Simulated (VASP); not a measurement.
The system is In.

```
In
1.0
    -1.69471    1.69471    2.29737
     1.69471   -1.69471    2.29737
     1.69471    1.69471   -2.29737
In
1
Direct
  0.00000 0.00000 0.00000
```

- Program: VASP 6.6.1
- Task: relaxation of cell and atoms
- Functional: PBEsol
- Potentials or basis: VASP PAW PBE potentials, release 64 (In_d)
- Cutoff: 600 eV
- k mesh: 18 × 18 × 18
- Occupations: gaussian, width 0.1 eV
- Spin: no spin polarisation

At the start: pressure -1.3 GPa; volume 26.39 Å³/atom.

Where does the relaxation end?

Over 10 steps the energy falls by 4.5 meV/atom and the volume is 25.60 Å³/atom (-3.0 %); space group Fm-3m (No. 225, to 0.05 Å).

Step by step:
```tsv
step	energy change (eV)	largest force (eV/Å)	pressure (GPa)	volume (Å³)
1	0.0000	0.0000	-1.33	26.39
2	-0.0036	0.0000	0.04	25.56
3	-0.0036	0.0000	0.02	25.57
4	-0.0037	0.0000	0.01	25.57
5	-0.0040	0.0000	0.02	25.59
6	-0.0044	0.0000	0.00	25.61
7	-0.0043	0.0000	-0.05	25.64
8	-0.0045	0.0000	-0.05	25.62
9	-0.0045	0.0000	0.15	25.52
10	-0.0045	0.0000	0.01	25.60
```

Final structure:
```
CELL_PARAMETERS angstrom
-1.65625 1.65625 2.33313
1.65625 -1.65625 2.33313
1.65625 1.65625 -2.33313
ATOMIC_POSITIONS crystal
In 0.00000 0.00000 0.00000
```

Caveat: the PAW data sets were made with another functional, which shifts forces and pressure a little.
